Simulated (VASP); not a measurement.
# Ge: training a force field on the fly

Ge, Fd-3m (no. 227), 64 atoms in the cell. PBE, machine-learned force field trained on the fly; PAW potentials Ge (PBE set).

## Input

INCAR.step1:
```
PREC = Normal
ENCUT = 240
EDIFF = 1E-5
LREAL = Auto
ALGO = Fast
NELMIN = 4
NELM = 100
ISYM = 0
ISMEAR = 0
SIGMA = 0.05
LWAVE = F
LCHARG = F
IBRION = 0
ISIF = 2
TEBEG = 850
POTIM = 2.0
RANDOM_SEED = 442304 0 0
MDALGO = 1
ANDERSEN_PROB = 0.1
NSW = 80
ML_LMLFF = T
ML_MODE = train
ML_CTIFOR = 1E-6
ML_ICRITERIA = 0
ML_NMDINT = 1
```

INCAR.step2:
```
PREC = Normal
ENCUT = 240
EDIFF = 1E-5
LREAL = Auto
ALGO = Fast
NELMIN = 4
NELM = 100
ISYM = 0
ISMEAR = 0
SIGMA = 0.05
LWAVE = F
LCHARG = F
IBRION = 0
ISIF = 2
TEBEG = 510
POTIM = 2.0
RANDOM_SEED = 694130 0 0
MDALGO = 3
LANGEVIN_GAMMA = 10
NSW = 1500
TEEND = 1062
ML_LMLFF = T
ML_MODE = train
ML_CTIFOR = 0.02
```

INCAR.step3:
```
PREC = Normal
ENCUT = 240
EDIFF = 1E-5
LREAL = Auto
ALGO = Fast
NELMIN = 4
NELM = 100
ISYM = 0
ISMEAR = 0
SIGMA = 0.05
LWAVE = F
LCHARG = F
ML_LMLFF = T
ML_MODE = refit
```

INCAR.step4:
```
PREC = Normal
ENCUT = 240
ISYM = 0
ISMEAR = 0
SIGMA = 0.05
LWAVE = F
LCHARG = F
ML_LMLFF = T
ML_MODE = run
NWRITE = 2
IBRION = -1
NSW = 0
```

INCAR.step5:
```
PREC = Normal
ENCUT = 240
EDIFF = 1E-5
LREAL = Auto
ALGO = Fast
NELMIN = 4
NELM = 100
ISYM = 0
ISMEAR = 0
SIGMA = 0.05
LWAVE = F
LCHARG = F
```

INCAR.step6:
```
PREC = Normal
ENCUT = 240
ISYM = 0
ISMEAR = 0
SIGMA = 0.05
LWAVE = F
LCHARG = F
ML_LMLFF = T
ML_MODE = run
NWRITE = 0
IBRION = 2
NSW = 300
EDIFFG = -2E-4
ISIF = 2
```

INCAR.step9:
```
PREC = Normal
ENCUT = 240
ISYM = 0
ISMEAR = 0
SIGMA = 0.05
LWAVE = F
LCHARG = F
ML_LMLFF = T
ML_MODE = run
NWRITE = 0
IBRION = 6
NFREE = 2
POTIM = 0.01
NSW = 1
PHON_LMC = T
PHON_NSTRUCT = -1
ISIF = 2
```

KPOINTS:
```
k-points
0
Gamma
  1 1 1
```

POSCAR.step1:
```
Ge
1.0
   11.3156400000      0.0000000000      0.0000000000
    0.0000000000     11.3156400000      0.0000000000
    0.0000000000      0.0000000000     11.3156400000
Ge
64
Direct
    0.1264768600      0.1195007200      0.1227881600
    0.1208995800      0.1306082300      0.6218656900
    0.1266416200      0.6240664900      0.1312930100
    0.1293674200      0.6266543200      0.6252523900
    0.6341612900      0.1249746400      0.1238691900
    0.6188427000      0.1288268800      0.6227089600
    0.6258711500      0.6254662300      0.1253063800
    0.6272752200      0.6195827700      0.6236720800
    0.2476965200      0.0004899600      0.2466571900
    0.2475496400      0.0044107800      0.7520622700
    0.2515404200      0.5101688100      0.2499613500
    0.2460180900      0.5016603200      0.7491660900
    0.7492028800      0.0036980200      0.2458736600
    0.7480711600     -0.0083591200      0.7499922300
    0.7508762700      0.4980197200      0.2489587300
    0.7524947900      0.5011977300      0.7512922100
    0.1153885200      0.3722024600      0.3702013400
    0.1187805600      0.3778766900      0.8702501600
    0.1197523900      0.8781444900      0.3738024300
    0.1284404900      0.8715795500      0.8686856000
    0.6236860600      0.3702408500      0.3750069000
    0.6318091700      0.3743844500      0.8818910800
    0.6307973700      0.8864549300      0.3689891400
    0.6261978100      0.8736454500      0.8685109400
    0.2508503900      0.2470748700      0.0011709600
    0.2466367800      0.2467260400      0.5033058300
    0.2567337300      0.7443337700      0.0002283100
    0.2471904800      0.7453289100      0.4989454400
    0.7507561200      0.2490021600      0.0032638400
    0.7551754700      0.2510204800      0.5004203400
    0.7454605300      0.7476122200      0.0028248800
    0.7506815000      0.7478705400      0.5076234400
    0.3809003100      0.1163925500      0.3720662400
    0.3688510100      0.1240901100      0.8739395800
    0.3702293900      0.6260965100      0.3756611300
    0.3811181800      0.6182281500      0.8741849600
    0.8704724700      0.1230969900      0.3651114100
    0.8770214600      0.1314291900      0.8678438000
    0.8796708200      0.6335233900      0.3738107400
    0.8698328400      0.6275035000      0.8768799300
   -0.0046482700     -0.0059241700      0.0077159700
   -0.0021394500     -0.0007625500      0.4994764300
    0.0090582100      0.4982709000      0.0014246700
   -0.0060265700      0.5009290100      0.4973780100
    0.4936432700      0.0021627300      0.0018678100
    0.5055775200      0.0115204100      0.4968058800
    0.5026221100      0.5013781900      0.0071095500
    0.5004991400      0.5059716700      0.4980799400
    0.3726657900      0.3819577200      0.1169424600
    0.3725558200      0.3667241400      0.6168485300
    0.3705773800      0.8730223300      0.1230783200
    0.3816213400      0.8726683200      0.6224214600
    0.8731331900      0.3776912900      0.1223467400
    0.8752996700      0.3823418700      0.6197546100
    0.8669536100      0.8786440600      0.1288364800
    0.8689680500      0.8820500700      0.6319120500
   -0.0030210000      0.2585902800      0.2545110600
   -0.0049709500      0.2584136800      0.7498821600
    0.0005246700      0.7489998200      0.2464016100
    0.0067362000      0.7512493200      0.7483911200
    0.5019941900      0.2508316100      0.2534341400
    0.5030926000      0.2548016600      0.7560139300
    0.4982148000      0.7473598700      0.2552692300
    0.4975221100      0.7486319700      0.7490612600
```

Commands (each step's output is kept before the next begins):
```
cat potpaw_PBE.64/Ge/POTCAR > POTCAR
cp INCAR.step1 INCAR
cp POSCAR.step1 POSCAR
mpirun -np 8 vasp_gam > vasp.out
cp ML_ABN ../ML_AB
cp CONTCAR POSCAR
cp ../ML_AB ML_AB
cp INCAR.step2 INCAR
mpirun -np 8 vasp_gam > vasp.out
cp ML_ABN ../ML_AB
cp CONTCAR POSCAR
cp ../ML_AB ML_AB
cp INCAR.step3 INCAR
mpirun -np 8 vasp_gam > vasp.out
cp ML_FFN ../ML_FF
cp ../ML_FF ML_FF
rm ML_AB
cp INCAR.step4 INCAR
mpirun -np 8 vasp_gam > vasp.out
cp INCAR.step5 INCAR
mpirun -np 8 vasp_gam > vasp.out
cp INCAR.step6 INCAR
mpirun -np 8 vasp_gam > vasp.out
cp CONTCAR ../POSCAR.min
cp CONTCAR POSCAR
cp INCAR.step5 INCAR
mpirun -np 8 vasp_gam > vasp.out
cp INCAR.step4 INCAR
mpirun -np 8 vasp_gam > vasp.out
cp INCAR.step9 INCAR
mpirun -np 8 vasp_gam > vasp.out
cp DYNMATFULL ../DYNMATFULL
```

## Result

- Force error of the fit (eV/Å): 0.097
- Energy error of the fit (eV/atom): 0.0017

The training runs are MD at 510 to 1062 K, 3.2 ps in all.

Between the relaxed minimum and a frame of the training run, the force field gives 9.013 eV and DFT 8.834 eV.

So the force field is off by 0.18 eV there.

ML_LOGFILE.step1:
```
# STATUS This line describes the overall status of each step.
# STATUS
# STATUS nstep ..... MD time step or input structure counter
# STATUS state ..... One-word description of step action
# STATUS             - "accurate"  (1) : Errors are low, force field is used
# STATUS             - "threshold" (2) : Errors exceeded threshold, structure is sampled from ab initio
# STATUS             - "learning"  (3) : Stored configurations are used for training force field
# STATUS             - "critical"  (4) : Errors are high, ab initio sampling and learning is enforced
# STATUS             - "predict"   (5) : Force field is used in prediction mode only, no error checking
# STATUS             - "predfast"  (6) : Prediction mode only, no error checking, no error estimates
# STATUS             - "interval"  (7) : Errors exceeded threshold, but too close to last sampling (ML_NMDINT)
# STATUS is ........ Integer representation of above one-word description (integer in parenthesis)
# STATUS doabin .... Perform ab initio calculation (T/F)
# STATUS iff ....... Force field available (T/F, False after startup hints to possible convergence problems)
[... 34 lines left out ...]
BEEF                   77   4.71739995E-06   2.93569556E-02   1.03523138E-02   1.00000000E-06   1.39615469E-01   1.10426157E-01
BEEF                   78   4.62558767E-06   2.78668657E-02   1.02936240E-02   1.00000000E-06   1.39203696E-01   1.09434356E-01
BEEF                   79   4.59047062E-06   2.78860500E-02   1.03944657E-02   1.00000000E-06   1.40454547E-01   1.10487178E-01
BEEF                   80   4.70447797E-06   2.93736664E-02   1.04897327E-02   1.00000000E-06   1.41915596E-01   1.11790478E-01
ERR                    77   6.25117879E-04   9.51030880E-02   1.67366365E+00
ERR                    78   6.31043302E-04   9.44164472E-02   1.67013023E+00
ERR                    79   6.29836694E-04   9.46221559E-02   1.68928992E+00
ERR                    80   6.57183197E-04   9.55765824E-02   1.68856186E+00
```

ML_LOGFILE.step2:
```
# STATUS This line describes the overall status of each step.
# STATUS
# STATUS nstep ..... MD time step or input structure counter
# STATUS state ..... One-word description of step action
# STATUS             - "accurate"  (1) : Errors are low, force field is used
# STATUS             - "threshold" (2) : Errors exceeded threshold, structure is sampled from ab initio
# STATUS             - "learning"  (3) : Stored configurations are used for training force field
# STATUS             - "critical"  (4) : Errors are high, ab initio sampling and learning is enforced
# STATUS             - "predict"   (5) : Force field is used in prediction mode only, no error checking
# STATUS             - "predfast"  (6) : Prediction mode only, no error checking, no error estimates
# STATUS             - "interval"  (7) : Errors exceeded threshold, but too close to last sampling (ML_NMDINT)
# STATUS is ........ Integer representation of above one-word description (integer in parenthesis)
# STATUS doabin .... Perform ab initio calculation (T/F)
# STATUS iff ....... Force field available (T/F, False after startup hints to possible convergence problems)
[... 34 lines left out ...]
BEEF                 1497   6.49195984E-06   4.33695152E-02   1.37624639E-02   4.24997944E-02   2.87471246E-01   2.28508105E-01
BEEF                 1498   6.44941000E-06   4.26559686E-02   1.35949545E-02   4.24997944E-02   2.84272059E-01   2.25980278E-01
BEEF                 1499   6.41152597E-06   4.17457793E-02   1.34176366E-02   4.24997944E-02   2.81329343E-01   2.23279758E-01
BEEF                 1500   6.24966894E-06   3.89007723E-02   1.29244037E-02   4.07127234E-02   2.44258325E-01   1.95111189E-01
ERR                  1254   1.50190237E-03   9.98230079E-02   2.45316993E+00
ERR                  1370   1.57425172E-03   1.00187317E-01   2.45700752E+00
ERR                  1420   1.59847278E-03   1.00552659E-01   2.45248512E+00
ERR                  1500   1.62044608E-03   1.00649752E-01   2.44404853E+00
```

ML_LOGFILE.step3:
```
# STATUS This line describes the overall status of each step.
# STATUS
# STATUS nstep ..... MD time step or input structure counter
# STATUS state ..... One-word description of step action
# STATUS             - "accurate"  (1) : Errors are low, force field is used
# STATUS             - "threshold" (2) : Errors exceeded threshold, structure is sampled from ab initio
# STATUS             - "learning"  (3) : Stored configurations are used for training force field
# STATUS             - "critical"  (4) : Errors are high, ab initio sampling and learning is enforced
# STATUS             - "predict"   (5) : Force field is used in prediction mode only, no error checking
# STATUS             - "predfast"  (6) : Prediction mode only, no error checking, no error estimates
# STATUS             - "interval"  (7) : Errors exceeded threshold, but too close to last sampling (ML_NMDINT)
# STATUS is ........ Integer representation of above one-word description (integer in parenthesis)
# STATUS doabin .... Perform ab initio calculation (T/F)
# STATUS iff ....... Force field available (T/F, False after startup hints to possible convergence problems)
[... 19 lines left out ...]
# BEEF bee_max_stress ... Bayesian error estimate of stresses (max) (kB)
# BEEF bee_ave_stress ... Bayesian error estimate of stresses (average) (kB)
# BEEF              nstep       bee_energy    bee_max_force    bee_ave_force        threshold   bee_max_stress   bee_ave_stress
# BEEF                  2                3                4                5                6                7                8
# SPRSC This line shows the results of sparsification regarding the number
# SPRSC of reference structures and local reference configurations.
# SPRSC
STATUS                  0  learning  3      T      F         0         0
STATUS                  1  accurate  1      F      T         1         1
SPRSC                   0       178       178 Ge       317       317
ERR                     0   1.66326925E-03   9.70874081E-02   2.29709249E+00
```

VASP 6.6.1 took 1486 s on 8 cores (Intel Xeon Platinum 8488C (Sapphire Rapids)), a shared host.
